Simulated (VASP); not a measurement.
# AlN: how cutoff and mesh change the relaxed cell, part 2 of 2

How far does the relaxed cell of AlN depend on cutoff and k mesh? The starting structure is a measured crystal structure from the Crystallography Open Database. The first relaxation on each setting starts from this cell expanded by 3 % in volume.

VASP 6.6.1.

Results so far: reference 10.46 Å³ an atom; a cutoff of 400 eV 10.28 Å³ an atom; a 4×4×3 mesh 10.46 Å³ an atom.

### Step 5. Relaxation with a cutoff of 680 eV

Level of this step: PBEsol; plane waves and PAW (Al, N) (VASP).

Against step 2 the input has ENCUT = 680. This run starts from the cell of an earlier relaxation, which isn't shown; the restart sets up the plane waves anew.

The input, INCAR:

```
SYSTEM = AlN
PREC = Accurate
ENCUT = 680
EDIFF = 1E-06
NELM = 100
ISMEAR = 0
SIGMA = 0.03
LREAL = .FALSE.
ALGO = Normal
GGA = PS
NBANDS = 14
LORBIT = 11
LWAVE = .FALSE.
LCHARG = .FALSE.
KPAR = 8
IBRION = 2
NSW = 50
ISIF = 3
EDIFFG = -0.006
```

The input, POSCAR:

```
AlN
1.0
    3.1128180822      0.0000000000      0.0000000000
   -1.5564090412      2.6957795366      0.0000000000
    0.0000000000      0.0000000000      4.9814042743
Al N
2 2
Direct
    0.6666666667      0.3333333333      0.5014747198
    0.3333333333      0.6666666667      0.0014747198
    0.6666666667      0.3333333333      0.8835252802
    0.3333333333      0.6666666667      0.3835252802
```

The input, KPOINTS:

```
Automatic mesh
0
Gamma
9 9 4
0 0 0
```

Potentials, in the order of the species: Al and N (PBE family, release 64).

Command:

```bash
mpirun -np 8 vasp_std
```

The program printed:

```text
[... set-up lines as in an earlier step ...]
 entering main loop
       N       E                     dE             d eps       ncg     rms          rms(c)
DAV:   1     0.592890542112E+02    0.59289E+02   -0.86947E+03  1008   0.127E+03
DAV:   2    -0.308218033728E+02   -0.90111E+02   -0.81609E+02  1388   0.250E+02
DAV:   3    -0.357326604054E+02   -0.49109E+01   -0.48866E+01  1374   0.624E+01
DAV:   4    -0.357746596703E+02   -0.41999E-01   -0.41991E-01  1122   0.667E+00
[...]
DAV:  11    -0.313215237741E+02    0.13949E-03   -0.30504E-04  1338   0.143E-01    0.362E-02
DAV:  12    -0.313215231343E+02    0.63983E-06   -0.10316E-05  1278   0.309E-02    0.821E-03
DAV:  13    -0.313215224854E+02    0.64889E-06   -0.67060E-06  1362   0.220E-02
   1 F= -.31321522E+02 E0= -.31321522E+02  d E =-.313215E+02
[...]
reached required accuracy - stopping structural energy minimisation
```

It took 5.4 s on 8 MPI ranks of Intel Xeon 6975P-C (Granite Rapids), shared host; peak memory 1.5 GiB.

OUTCAR, selected parts (step 5):

```text
  Total        0.0153260      0.0153260      0.0121737     -0.0000000      0.0000000      0.0000000
  in kB        0.5874206      0.5874206      0.4665994     -0.0000000      0.0000000      0.0000000
  external PRESSURE =       0.5471468 kB  Pullay stress =       0.0000000 kB

 POSITION                                       TOTAL-FORCE (eV/Angst)
 -----------------------------------------------------------------------------------
      1.55641      0.89859      2.49805        -0.000000     -0.000000      0.001855
     -0.00000      1.79719      0.00735         0.000000     -0.000000      0.001855
      1.55641      0.89859      4.40120         0.000000      0.000000     -0.001855
     -0.00000      1.79719      1.91049        -0.000000     -0.000000     -0.001855
 -----------------------------------------------------------------------------------
    total drift:                               -0.000000      0.000000      0.000638

  FREE ENERGIE OF THE ION-ELECTRON SYSTEM (eV)
  ---------------------------------------------------
  free  energy   TOTEN  =       -31.3215224854 eV

  energy  without entropy=      -31.3215224854  energy(sigma->0) =      -31.32152249

[... 2 parts as in an earlier step ...]

[... 2 further parts left out ...]
[key lines of the parts left out:]
E-fermi :   6.2343
```

With a cutoff of 680 eV the cell ends at 10.450 Å³ an atom, -0.07 % from the reference; the bulk modulus is 202.8 GPa against 202.3 GPa.

### Step 6. Relaxation with a 12×12×6 mesh

Against step 2 the input has a 12×12×6 mesh. This run starts from the cell of an earlier relaxation, which isn't shown; the restart sets up the plane waves anew.

Changes to INCAR since step 5:

```diff
@@ -2,3 +2,3 @@
 PREC = Accurate
-ENCUT = 680
+ENCUT = 520
 EDIFF = 1E-06
```

The input, POSCAR:

```
AlN
1.0
    3.1133910478      0.0000000000      0.0000000000
   -1.5566955240      2.6962757394      0.0000000000
    0.0000000000      0.0000000000      4.9832486343
Al N
2 2
Direct
    0.6666666667      0.3333333333      0.5014943069
    0.3333333333      0.6666666667      0.0014943069
    0.6666666667      0.3333333333      0.8835056931
    0.3333333333      0.6666666667      0.3835056931
```

The input, KPOINTS:

```
Automatic mesh
0
Gamma
12 12 6
0 0 0
```

Command:

```bash
mpirun -np 8 vasp_std
```

The program printed:

```text
[... set-up lines as in an earlier step ...]
 entering main loop
       N       E                     dE             d eps       ncg     rms          rms(c)
DAV:   1     0.429117894028E+02    0.42912E+02   -0.74867E+03  2136   0.102E+03
DAV:   2    -0.320830062010E+02   -0.74995E+02   -0.68336E+02  2984   0.201E+02
DAV:   3    -0.357342226312E+02   -0.36512E+01   -0.36373E+01  2890   0.468E+01
DAV:   4    -0.357592249403E+02   -0.25002E-01   -0.25000E-01  2326   0.445E+00
[...]
DAV:  11    -0.313124243697E+02    0.81616E-04   -0.15571E-04  2794   0.964E-02    0.350E-02
DAV:  12    -0.313124228857E+02    0.14840E-05   -0.64705E-06  2626   0.224E-02    0.497E-03
DAV:  13    -0.313124224347E+02    0.45094E-06   -0.30509E-06  2668   0.132E-02
   1 F= -.31312422E+02 E0= -.31312422E+02  d E =-.313124E+02
[...]
reached required accuracy - stopping structural energy minimisation
```

Wall time 3.8 s (8 MPI ranks); peak memory 1.4 GiB.

From OUTCAR (step 6):

```text
  Total        0.0182000      0.0182000      0.0080394     -0.0000000      0.0000000      0.0000000
  in kB        0.6970627      0.6970627      0.3079109     -0.0000000      0.0000000      0.0000000
  external PRESSURE =       0.5673455 kB  Pullay stress =       0.0000000 kB

 POSITION                                       TOTAL-FORCE (eV/Angst)
 -----------------------------------------------------------------------------------
      1.55670      0.89876      2.49907         0.000000      0.000000      0.001934
     -0.00000      1.79752      0.00745         0.000000      0.000000      0.001934
      1.55670      0.89876      4.40273        -0.000000      0.000000     -0.001934
     -0.00000      1.79752      1.91110         0.000000      0.000000     -0.001934
 -----------------------------------------------------------------------------------
    total drift:                               -0.000000      0.000000      0.000587

  FREE ENERGIE OF THE ION-ELECTRON SYSTEM (eV)
  ---------------------------------------------------
  free  energy   TOTEN  =       -31.3124224347 eV

  energy  without entropy=      -31.3124224347  energy(sigma->0) =      -31.31242243

[... 1 part as in an earlier step ...]

[... 3 further parts left out ...]
[key lines of the parts left out:]
E-fermi :   6.2301
```

With a 12×12×6 mesh the cell ends at 10.458 Å³ an atom, +0.00 % from the reference; the bulk modulus is 202.2 GPa against 202.3 GPa.

### Step 7. All runs side by side

```tsv
run	volume (Å³/atom)	change (%)	bulk modulus (GPa)	pressure left (GPa)	core minutes
reference	10.458	-	202.3	0.06	1.68
a cutoff of 400 eV	10.284	-1.67	210.7	0.01	2.0
a 4×4×3 mesh	10.46	0.02	201.0	-0.06	0.907
a cutoff of 680 eV	10.45	-0.07	202.8	0.05	3.92
a 12×12×6 mesh	10.458	0.0	202.2	0.06	2.48
```

Core minutes are wall time times ranks, summed over the relaxations behind a row (those for a bulk modulus apart), on shared hosts.

### Step 8. Results

```yaml
volume_of_the_reference: 10.46 Å³/atom
volume_against_the_reference_a_cutoff_of_400_ev: -1.67 %
volume_against_the_reference_a_4x4x3_mesh: +0.02 %
volume_against_the_reference_a_cutoff_of_680_ev: -0.07 %
volume_against_the_reference_a_12x12x6_mesh: +0.00 %
```

In words: The volume moves most with a cutoff of 400 eV: -1.67 % against the reference (520 eV, 9×9×4 mesh). On finer settings it changes by -0.07 % with a cutoff of 680 eV and +0.00 % with a 12×12×6 mesh. The relaxations stop with up to 0.06 GPa left, which at the bulk modulus found here is 0.03 % of the volume, and more along a soft axis. That understates it: a restart alone still moved the volume by up to 0.3 %. A cell that shrinks at the lower cutoff is the usual mark of Pulay stress, the error that a plane-wave basis makes when it is kept while the volume changes. The bulk modulus is more sensitive: it changes by +4.1 % with a cutoff of 400 eV. Further runs on this material are not shown.

[Lines on the potential files, build, host, timing and source positions are cut from VASP's logs without a mark.]

[Logs are printed without paths, hosts, clocks, repeated set-up lines and the standing remarks that a program may print on its own settings, such as how far it seeks lower states.]

[Hosts, paths, dates, database ids (printed as entryN), source tags and the programs' standing remarks are cut or masked in the printed files.]
